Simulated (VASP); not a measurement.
A run of VASP 6.6.1:

File INCAR:

```
PREC     = Accurate       # precision mode
ENCUT    = 520            # plane-wave cutoff, eV
EDIFF    = 1E-6           # SCF threshold, eV
ISMEAR   = 0              # smearing method
SIGMA    = 0.1            # smearing width, eV
LREAL    = False          # projectors in reciprocal space
LASPH    = True           # aspherical terms in the spheres
NELM     = 80             # most SCF steps
ALGO     = Normal         # electronic algorithm
ISIF     = 2              # what is computed and relaxed
LWAVE    = False          # write WAVECAR
LCHARG   = False          # write CHGCAR
GGA      = PE             # functional
NBANDS   = 8              # bands
```

File KPOINTS:

```
regular mesh
0
Gamma
  8 8 6
```

Contents of POSCAR:

```
Al
1.0
    1.3738923085     -2.4120652201      0.0000000000
    1.3738923085      2.4120652201      0.0000000000
    0.0000000000      0.0000000000      2.8419271846
Al
1
Direct
    0.0000000000      0.0000000000      0.0000000000
```

Potentials or basis: VASP PAW PBE potentials, release 64 (Al).

Launch:

```console
$ cat potpaw_PBE.64/Al/POTCAR > POTCAR
$ mpirun -np 1 vasp_std > vasp.out
```

Hardware: 1 thread of AMD EPYC 9R45 96-Core Processor (Zen 5), with other jobs on the host.

**Question.** How long does it take, and how much memory?

**Answer.** Run time: 5.4 s on 1 thread of AMD EPYC 9R45 96-Core Processor (Zen 5), with other jobs on the host, peak memory 0.1 GiB. Counts: scf iterations 10, k points 84.
